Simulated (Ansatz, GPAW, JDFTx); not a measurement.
NaF: 3 runs at one level of theory

```
Na F
1.0
     3.28098    0.00000    0.00000
     1.64049    2.84141    0.00000
     1.64049    0.94714    2.67891
Na F
1 1
Cartesian
  0.0000 0.0000 0.0000
  3.2810 1.8943 1.3395
```

Alike in all runs: task single point; functional PBEsol; k mesh 10 × 10 × 10; occupations gaussian, width 0.05 eV; no spin polarisation; no spin-orbit coupling. Pressure is positive in compression and, in plane waves, holds the error of the finite cutoff, which Ansatz's Pulay term estimates and takes out.

```csv
program and potentials,plane-wave cutoff (eV),notes,band gap (eV),pressure (GPa)
"Ansatz, Ansatz PAW",420,"potentials made for PBE, which Ansatz adapts in part; 8 valence electrons an atom on average; Pulay term of +0.50 GPa included",6.16,-0.34
"JDFTx, PseudoDojo-SR-PBEsol-0.4.1-standard with smoothed tails",1197,8 valence electrons an atom on average,?,?
"GPAW, PAW data sets generated for this functional",800,7 valence electrons an atom on average,6.16,-1.13
```

Q: Estimate from the other rows what the run with JDFTx, PseudoDojo-SR-PBEsol-0.4.1-standard with smoothed tails gave.

A: Band gap 6.18 eV; pressure -0.37 GPa. The other rows, which needn't bracket it: band gap 6.16; pressure -1.13 to -0.34.
